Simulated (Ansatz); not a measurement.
The system is Ru.

```xyz
2
Lattice="2.7058 0.0000 0.0000 -1.3529 2.3433 0.0000 0.0000 0.0000 4.2819" Properties=species:S:1:pos:R:3 pbc="T T T"
Ru    1.3529    0.7811    3.2114
Ru    0.0000    1.5622    1.0705
```

```yaml
Program: Ansatz 0.2.0
Task: relaxation of cell and atoms
Functional: PBE
Potentials_or_basis: Ansatz PAW
Cutoff: "420 eV (not typed: the program's choice for these potentials)"
k_mesh: 11 × 11 × 6
Occupations: fermi-dirac, width 0.05 eV
Spin: no spin polarisation
```

At the start: volume 13.57 Å³/atom.

Q: Where does the relaxation end?

A: It ends after 4 steps and the volume is 13.77 Å³/atom (+1.4 %); space group P6_3/mmc (No. 194, to 0.05 Å).

The path:
| step | energy change (eV) | largest force (eV/Å) | volume (Å³) |
| --- | --- | --- | --- |
| 1 | 0.0000 | 0.0000 | 27.15 |
| 2 | -0.0053 | 0.0000 | 27.55 |
| 3 | -0.0053 | 0.0000 | 27.54 |
| 4 | -0.0055 | 0.0000 | 27.54 |

Final structure:
```
Ru
1.0
     2.71952    0.00000    0.00000
    -1.35976    2.35517    0.00000
     0.00000    0.00000    4.29975
Ru
2
Direct
  0.66667 0.33333 0.75000
  0.33333 0.66667 0.25000
```

Caveat: the plane-wave basis is chosen anew once the cell has moved, so the energies of steps on either side of that aren't comparable.
